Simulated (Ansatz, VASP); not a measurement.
## O in VASP and in Ansatz

```
CELL_PARAMETERS angstrom
7.87729 0.00000 0.00000
0.00000 7.87729 0.00000
0.00000 0.00000 7.87729
ATOMIC_POSITIONS crystal
O 0.50285 0.42469 0.81842
O 0.43946 0.28713 0.79909
O 0.18569 0.39929 0.55496
O 0.12108 0.43515 0.42119
O 0.54372 0.94896 0.20082
O 0.51543 0.81199 0.14072
O 0.85552 0.51162 0.71610
O 0.84911 0.35959 0.71351
O 0.96922 0.09513 0.42912
O 0.99020 0.05855 0.28221
O 0.84135 0.62049 0.08327
O 0.87121 0.76033 0.02992
O 0.77440 0.77668 0.44427
O 0.73336 0.82662 0.58187
O 0.21210 0.56184 0.06991
O 0.16184 0.52561 0.93043
```

Alike in both runs: functional LDA; k mesh 1 × 1 × 1; occupations fermi-dirac, width 0.02 eV; collinear spin.

Ansatz relaxed the structure, and its values are those at the end. VASP's run is a single point on that final structure, the one shown.

```csv
,VASP,Ansatz
version,VASP 6.6.1,Ansatz 0.2.0
potentials or method,"VASP PAW LDA potentials, release 64 (O)","scalar-relativistic, plane waves, PAW"
plane-wave cutoff (eV),520,420
valence electrons in the cell,96,96
```

```csv
,VASP,Ansatz,Ansatz less VASP
rms of the force components (eV/Å),0.970,0.108,-0.8613
net moment per atom (μB),1.00,1.00,0.000
size of the moment on the site where the two differ most (μB),0.81,0.55,-0.260
```

Site moments also hang on the region over which each program counts them. One of these differences is far larger than is usual between the two programs; its cause wasn't traced.

Caveats: the standard files for N, O and F lose accuracy on very short bonds.
